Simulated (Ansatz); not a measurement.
How far is PAW off for CuI?

```xyz
4
Lattice="3.7332 -3.7111 0.0000 3.7332 3.7111 0.0000 0.0000 0.0000 4.3070" Properties=species:S:1:pos:R:3 pbc="T T T"
Cu    3.7332    0.5905    3.2302
Cu    3.7332   -0.5905    1.0767
I     3.7332   -2.0043    3.2302
I     3.7332    2.0043    1.0767
```

Atoms are numbered in the order listed.

Structure from Materials Project entry mp-1007922 (possibly hypothetical), not relaxed further.

No spin–orbit coupling, which matters for the heavy atoms here.

All numbers are computed: DFT, LDA, PAW with Ansatz's default frozen-core files, scalar-relativistic (Ansatz 0.2.0); DFT, LDA, all-electron LAPW, scalar-relativistic (Ansatz 0.2.0).

For PAW: a Γ-centred 5×5×6 k mesh, Fermi–Dirac smearing of 0.02 eV, cutoff 420 eV, no spin polarisation; the PAW files were made with PBE, and the program remakes their frozen cores for this functional. LAPW targets a basis error of 0.5 meV/atom. The Ansatz runs share mesh, smearing and spin set-up. Plane-wave (PAW) pressures include the program's estimate of the Pulay term.

Stress and pressure are positive in compression.

Levels count from the top of the valence band.

PAW results:

```tsv
quantity	PAW
pressure (GPa)	-3.04
stress xx (GPa)	-1.18
stress yy (GPa)	-3.60
stress zz (GPa)	-4.35
force on Cu1, y (eV/Å)	-0.047
force on I3, y (eV/Å)	0.390
band gap (eV)	0.860
highest filled level at T (eV)	-1.631
lowest empty level at T (eV)	3.927
highest filled level at G0 (eV)	-1.631
lowest empty level at G0 (eV)	3.926
highest filled level at Γ (eV)	0.000
lowest empty level at Γ (eV)	0.860
```

(1) What does full-potential LAPW give for the same quantities?

Answers

(1) 
```csv
quantity,LAPW
pressure (GPa),-3.04
stress xx (GPa),-1.18
stress yy (GPa),-3.60
stress zz (GPa),-4.35
"force on Cu1, y (eV/Å)",-0.047
"force on I3, y (eV/Å)",0.389
band gap (eV),0.857
highest filled level at T (eV),-1.639
lowest empty level at T (eV),3.926
highest filled level at G0 (eV),-1.639
lowest empty level at G0 (eV),3.925
highest filled level at Γ (eV),0.000
lowest empty level at Γ (eV),0.857
```
